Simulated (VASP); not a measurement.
# Sn (Immm) in VASP: notebook, part 2 of 3

VASP 6.6.1.

**4. Single point, PBE**

Input file INCAR:

```
SYSTEM = Sn
ADDGRID = .FALSE.
ALGO = Normal
EDIFF = 1E-7
ENCUT = 400
GGA = PE
ISIF = 2
ISMEAR = 1
LASPH = .TRUE.
LCHARG = .FALSE.
LREAL = .FALSE.
LWAVE = .FALSE.
NELM = 100
PREC = Accurate
SIGMA = 0.2
```

Input file KPOINTS:

```
k-points
0
G
  6 6 6
  0 0 0
```

Input file POSCAR:

```
Sn
1.0
   -1.6810770000      1.7214010000      2.3373330000
    1.7271670000     -1.7623000000      2.4024190000
    1.7145940000      1.7948920000     -2.3683880000
Sn
1
Direct
    0.0245380000     -0.0183670000      0.0024320000
```

Potentials or basis: VASP PAW PBE potentials, release 64 (Sn).

Command:

```sh
> cat potpaw_PBE.64/Sn/POTCAR > POTCAR
> mpirun -np 1 vasp_std > vasp.out
```

OUTCAR:

```text
SYSTEM = Sn
   EDIFF = 1E-7
   ENCUT = 400
   GGA = PE
   ISIF = 2
   ISMEAR = 1
   LASPH = .TRUE.
   LREAL = .FALSE.
   NELM = 100
   PREC = Accurate

 Found    112 irreducible k-points:

 Following reciprocal coordinates:
            Coordinates               Weight
  0.000000  0.000000  0.000000      1.000000
  0.166667  0.000000  0.000000      2.000000
  0.333333  0.000000  0.000000      2.000000
  0.500000  0.000000  0.000000      1.000000
  0.000000  0.166667 -0.000000      2.000000
  0.166667  0.166667  0.000000      2.000000
   k-points           NKPTS =    112   k-points in BZ     NKDIM =    112   number of bands    NBANDS=      6
   number of dos      NEDOS =    301   number of ions     NIONS =      1
   total plane-waves  NPLWV =  13824
   dimension x,y,z NGX =    24 NGY =   24 NGZ =   24
   dimension x,y,z NGXF=    48 NGYF=   48 NGZF=   48
   ions per type =               1
   NGX,Y,Z   is equivalent  to a cutoff of  11.89, 11.59, 11.63 a.u.
   NGXF,Y,Z  is equivalent  to a cutoff of  23.79, 23.17, 23.26 a.u.
 SYSTEM =  Sn
   PREC   = accura    normal or accurate (medium, high low for compatibility)
   ISTART =      0    job   : 0-new  1-cont  2-samecut
   ICHARG =      2    charge: 1-file 2-atom 10-const
   ISPIN  =      1    spin polarized calculation?
   LNONCOLLINEAR =      F non collinear calculations
   LSORBIT =      F    spin-orbit coupling
   LASPH  =      T    aspherical Exc in radial PAW
   ENCUT  =  400.0 eV  29.40 Ry    5.42 a.u.   5.47  5.62  5.59*2*pi/ulx,y,z
   NELM   =    100;   NELMIN=  2; NELMDL= -5     # of ELM steps
   EDIFF  = 0.1E-06   stopping-criterion for ELM
   LREAL  =      F    real-space projection
   EDIFFG = 0.1E-05   stopping-criterion for IOM
   NSW    =      0    number of steps for IOM
   IBRION =     -1    ionic relax: 0-MD 1-quasi-New 2-CG
   NFREE  =      0    steps in history (QN), initial steepest desc. (CG)
   ISIF   =      2    stress and relaxation
   ISYM   =      2    0-nonsym 1-usesym 2-fastsym
   POTIM  = 0.5000    time-step for ionic-motion
   TEBEG  =    0.0;   TEEND  =   0.0 temperature during run
   PSTRESS=    0.0 pullay stress
   NELECT =       4.0000    total number of electrons
   NUPDOWN=      -1.0000    fix difference up-down
   EMIN   =  10.00;   EMAX   =-10.00  energy-range for DOS
   EFERMI =   0.00;   METHOD = LEGACY
   ISMEAR =     1;   SIGMA  =   0.20  broadening in eV -4-tet -1-fermi 0-gaus
   EFERMI_NEDOS =   21; number of points for ismear=-14 and -15
   IALGO  =     38    algorithm
   IMIX   =      4    mixing-type and parameters
     AMIX     =   0.40;   BMIX     =  1.00
     AMIX_MAG =   1.60;   BMIX_MAG =  1.00
  volume/ion in A,a.u.               =      28.67       193.50
  Fermi-wavevector in a.u.,A,eV,Ry     =   0.849055  1.604482  9.808370  0.720895
  Thomas-Fermi vector in A             =   1.964816
   LORBIT       =      0    0 simple, 1 ext, 2 COOP (PROOUT), +10 PAW based schemes
   GGA     = PE    functional components
   LHFCALC =     F    Hartree Fock is set to
   AEXX    =    0.0000 exact exchange contribution
   IVDW    =     0    specifies the selected vdW correction
   LEPSILON=     F    determine dielectric tensor
   LRPA    =     F    only Hartree local field effects (RPA)
 non-spin polarized calculation
 Methfessel and Paxton  Order N= 1 SIGMA  =   0.20
  energy-cutoff  :      400.00
  volume of cell :       28.67
 maximum number of plane-waves:       533
 NGX is ok and might be reduce to    24
   NGX = 11   NGY = 11   NGZ = 11

 number of electron       4.0000000 magnetization

 Free energy of the ion-electron system (eV)
  ---------------------------------------------------
  ext. energy  EPLUGINS =         0.00000000
  ---------------------------------------------------
  free energy    TOTEN  =        -3.66608987 eV

  energy without entropy =       -3.66412435  energy(sigma->0) =       -3.66543469

 E-fermi :   5.0576     XC(G=0):  -9.9613

 val. band max:        5.0506838002   @ k =   0.3333   0.5000   0.5000
 cond. band min:       5.0587136242   @ k =   0.3333   0.5000   0.3333
 fundamental gap:      0.0080298240
 Fermi energy:         5.0575844020

 k-point     1 :       0.0000    0.0000    0.0000
  band No.  band energies     occupation
      1      -5.8212      2.00000
      2      11.8450      0.00000
      3      12.2079      0.00000
      4      12.5717      0.00000
      5      15.6001      0.00000
      6      15.7662      0.00000

 k-point     2 :       0.1667    0.0000    0.0000
  band No.  band energies     occupation
      1      -5.2718      2.00000
      2       8.3978     -0.00000
      3      11.4069      0.00000
      4      11.6520      0.00000
      5      14.4594      0.00000
      6      16.7857      0.00000
[... 28 lines left out ...]
 k-point     6 :       0.1667    0.1667    0.0000
  band No.  band energies     occupation
      1      -4.3656      2.00000
      2       6.6646     -0.00000
      3       7.5677     -0.00000
      4      11.6805      0.00000
      5      15.1859      0.00000
      6      15.8014      0.00000

 [... further k-points ...]

------------------------ aborting loop because EDIFF is reached ----------------------------------------

  FORCE on cell =-STRESS in cart. coord.  units (eV):
  Direction    XX          YY          ZZ          XY          YZ          ZX
  --------------------------------------------------------------------------------------
  -------------------------------------------------------------------------------------
  Total       -0.2533832      0.2388559     -0.1908294      0.1187405     -0.2113101      0.1846918
  in kB      -14.1583217     13.3465784    -10.6629956      6.6348773    -11.8073962     10.3200441
  external PRESSURE =      -3.8249130 kB  Pullay stress =       0.0000000 kB

 VOLUME and BASIS-vectors are now :
 -----------------------------------------------------------------------------
  energy-cutoff  :      400.00
  volume of cell :       28.67
      direct lattice vectors                 reciprocal lattice vectors
    -1.681077000  1.721401000  2.337333000    -0.004822354  0.286321943  0.213499049
     1.727167000 -1.762300000  2.402419000     0.288499269 -0.000911461  0.208168231
     1.714594000  1.794892000 -2.368388000     0.287885548  0.281643047 -0.000369160

 POSITION                                       TOTAL-FORCE (eV/Angst)
 -----------------------------------------------------------------------------------
      1.65836     -1.68333      2.40989         0.000000     -0.000000      0.000000
 -----------------------------------------------------------------------------------
    total drift:                               -0.000000      0.000000      0.000000

  FREE ENERGIE OF THE ION-ELECTRON SYSTEM (eV)
  ---------------------------------------------------
  free  energy   TOTEN  =        -3.6660898657 eV

  energy  without entropy=       -3.6641243504  energy(sigma->0) =       -3.66543469
```

OSZICAR:

```text
N       E                     dE             d eps       ncg     rms          rms(c)
DAV:   1    -0.872190418951E-02   -0.87219E-02   -0.12626E+03  1356   0.387E+02
DAV:   2    -0.363952903852E+01   -0.36308E+01   -0.35427E+01  1878   0.346E+01
DAV:   3    -0.367884400991E+01   -0.39315E-01   -0.38651E-01  1608   0.397E+00
DAV:   4    -0.367889561616E+01   -0.51606E-04   -0.51603E-04  1830   0.171E-01
DAV:   5    -0.367889570363E+01   -0.87470E-07   -0.87010E-07  1650   0.528E-03    0.127E+00
DAV:   6    -0.367110566116E+01    0.77900E-02   -0.19355E-03  1578   0.304E-01    0.748E-01
DAV:   7    -0.366602021574E+01    0.50854E-02   -0.55093E-03  1482   0.514E-01    0.518E-02
DAV:   8    -0.366608853597E+01   -0.68320E-04   -0.63050E-05  1818   0.631E-02    0.965E-03
DAV:   9    -0.366608985863E+01   -0.13227E-05   -0.19682E-06  1716   0.116E-02    0.323E-03
DAV:  10    -0.366608986566E+01   -0.70333E-08   -0.53195E-07  1662   0.472E-03
   1 F= -.36660899E+01 E0= -.36654347E+01  d E =-.196552E-02
```

It took 6.7 s on 1 thread of Intel Xeon 6975P-C (Granite Rapids), shared host; peak memory 0.14 GiB.

The run converged, but some of its settings lie outside the range that counts as converged, so its numbers aren't taken as properties of the crystal.

What came out:

| Item | Value |
| --- | --- |
| Free energy | -3.6661 eV |
| Pressure | -0.4 GPa |
| Band gap on the k mesh | none (metal or under the smearing width) |

Caveat: the k mesh is coarse (spacing up to 0.42 Å⁻¹), so the values aren't converged.

**5. Single point, PBE**

INCAR, as its differences from that of step 4:

```diff
@@ -4,3 +4,3 @@
 EDIFF = 1E-7
-ENCUT = 400
+ENCUT = 250
 GGA = PE
```

Input file KPOINTS:

```
k-points
0
G
  8 8 8
  0 0 0
```

Input file POSCAR:

```
Sn
1.0
   -1.7265390000      1.7755470000      2.3383420000
    1.7265390000     -1.7755470000      2.3383420000
    1.7265390000      1.7755470000     -2.3383420000
Sn
1
Direct
    0.0000000000      0.0000000000      0.0000000000
```

Potentials or basis: VASP PAW PBE potentials, release 64 (Sn).

Command:

```sh
> cat potpaw_PBE.64/Sn/POTCAR > POTCAR
> mpirun -np 1 vasp_std > vasp.out
```

OUTCAR:

```text
SYSTEM = Sn
   EDIFF = 1E-7
   ENCUT = 250
   GGA = PE
   ISIF = 2
   ISMEAR = 1
   LASPH = .TRUE.
   LREAL = .FALSE.
   NELM = 100
   PREC = Accurate

 Found     95 irreducible k-points:

 Following reciprocal coordinates:
            Coordinates               Weight
  0.000000  0.000000  0.000000      1.000000
  0.125000  0.000000  0.000000      4.000000
  0.250000  0.000000  0.000000      4.000000
  0.375000  0.000000  0.000000      4.000000
  0.500000  0.000000  0.000000      2.000000
 -0.000000  0.125000  0.000000      4.000000
[... 130 lines left out ...]

------------------------ aborting loop because EDIFF is reached ----------------------------------------

  FORCE on cell =-STRESS in cart. coord.  units (eV):
  Direction    XX          YY          ZZ          XY          YZ          ZX
  --------------------------------------------------------------------------------------
  -------------------------------------------------------------------------------------
  Total       -0.2476390     -0.1458417     -0.3320933     -0.0000000      0.0000000      0.0000000
  in kB      -13.8373553     -8.1492138    -18.5564156     -0.0000000      0.0000000      0.0000000
  external PRESSURE =     -13.5143282 kB  Pullay stress =       0.0000000 kB

 VOLUME and BASIS-vectors are now :
 -----------------------------------------------------------------------------
  energy-cutoff  :      250.00
  volume of cell :       28.67
      direct lattice vectors                 reciprocal lattice vectors
    -1.726539000  1.775547000  2.338342000     0.000000000  0.281603359  0.213826720
     1.726539000 -1.775547000  2.338342000     0.289596702  0.000000000  0.213826720
     1.726539000  1.775547000 -2.338342000     0.289596702  0.281603359  0.000000000

 POSITION                                       TOTAL-FORCE (eV/Angst)
 -----------------------------------------------------------------------------------
      0.00000      0.00000      0.00000        -0.000000     -0.000000     -0.000000
 -----------------------------------------------------------------------------------
    total drift:                                0.000000      0.000000      0.000000

  FREE ENERGIE OF THE ION-ELECTRON SYSTEM (eV)
  ---------------------------------------------------
  free  energy   TOTEN  =        -3.7874987582 eV

  energy  without entropy=       -3.7866656244  energy(sigma->0) =       -3.78722105
```

OSZICAR:

```text
N       E                     dE             d eps       ncg     rms          rms(c)
DAV:   1    -0.896145844956E+00   -0.89615E+00   -0.97310E+02  1170   0.252E+02
DAV:   2    -0.377243227508E+01   -0.28763E+01   -0.26416E+01  1614   0.288E+01
DAV:   3    -0.380130643863E+01   -0.28874E-01   -0.28833E-01  1290   0.317E+00
DAV:   4    -0.380134026049E+01   -0.33822E-04   -0.33822E-04  1698   0.138E-01
DAV:   5    -0.380134030803E+01   -0.47546E-07   -0.47247E-07  1296   0.317E-03    0.129E+00
DAV:   6    -0.379294808584E+01    0.83922E-02   -0.21836E-03  1404   0.317E-01    0.756E-01
DAV:   7    -0.378742312471E+01    0.55250E-02   -0.62234E-03  1248   0.536E-01    0.542E-02
DAV:   8    -0.378749735915E+01   -0.74234E-04   -0.67594E-05  1572   0.640E-02    0.867E-03
DAV:   9    -0.378749874711E+01   -0.13880E-05   -0.23726E-06  1440   0.123E-02    0.326E-03
DAV:  10    -0.378749875817E+01   -0.11055E-07   -0.47141E-07  1410   0.444E-03
   1 F= -.37874988E+01 E0= -.37872210E+01  d E =-.833134E-03
```

It took 4.2 s on 1 thread of Intel Xeon 6975P-C (Granite Rapids), shared host; peak memory 0.11 GiB.

These settings aren't checked as converged: the numbers below hold their error.

What came out:

```
Free energy            : -3.7875 eV
Pressure               : -1.4 GPa
Band gap on the k mesh : none (metal or under the smearing width)
```

(Continued in part 3 of 3.)
